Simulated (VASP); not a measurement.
A run of VASP 6.6.1 is set up as follows.

Contents of INCAR:

```
PREC = Accurate
ENCUT = 900
EDIFF = 1E-8
ISMEAR = 0
SIGMA = 0.02
LREAL = F
LASPH = T
NELM = 100
ALGO = Normal
ISIF = 2
LWAVE = F
LCHARG = F
ISPIN = 2
MAGMOM = 2 2 0 0
LORBIT = 11
LMAXMIX = 4
GGA = PE
NBANDS = 27
ADDGRID = F
```

The input KPOINTS:

```
Automatic mesh
0
Gamma
  12 12 7
```

The input POSCAR:

```
CoO
1.0
    3.1976457435      0.0000000000      0.0000000000
   -1.5988228718      2.7692424462      0.0000000000
    0.0000000000      0.0000000000      5.2287097100
Co O
2 2
Direct
    0.3365030000      0.6381030000      0.5003980000
    0.0481210000      0.0161470000     -0.0014250000
    0.3062570000      0.6452830000      0.8672390000
    0.0541720000      0.0112240000      0.3867870000
```

Potentials or basis: VASP PAW PBE potentials, release 64 (Co, O).

Command:

```console
$ cat potpaw_PBE.64/Co/POTCAR potpaw_PBE.64/O/POTCAR > POTCAR
$ mpirun -np 1 vasp_std > vasp.out
```

Question: What does it give for the band gap on the k mesh?

Answer: None (metal or under the smearing width).

Question: Predict the net moment.

Answer: 5.70 μB per cell.

Question: Predict the largest force.

Answer: 1.310 eV/Å.

Question: Predict the site moments.

Answer: Co +2.45, +2.43; O +0.31, +0.30 μB.

Forces on the atoms (eV/Å):
```
Co   0.439  0.846 -0.039
Co  -0.583 -0.313  0.521
O    0.648  0.371  0.322
O   -0.504 -0.903 -0.804
```

Caveat: semilocal functionals often make such compounds metallic where correlation or magnetic order opens a gap, which also shifts bond lengths.
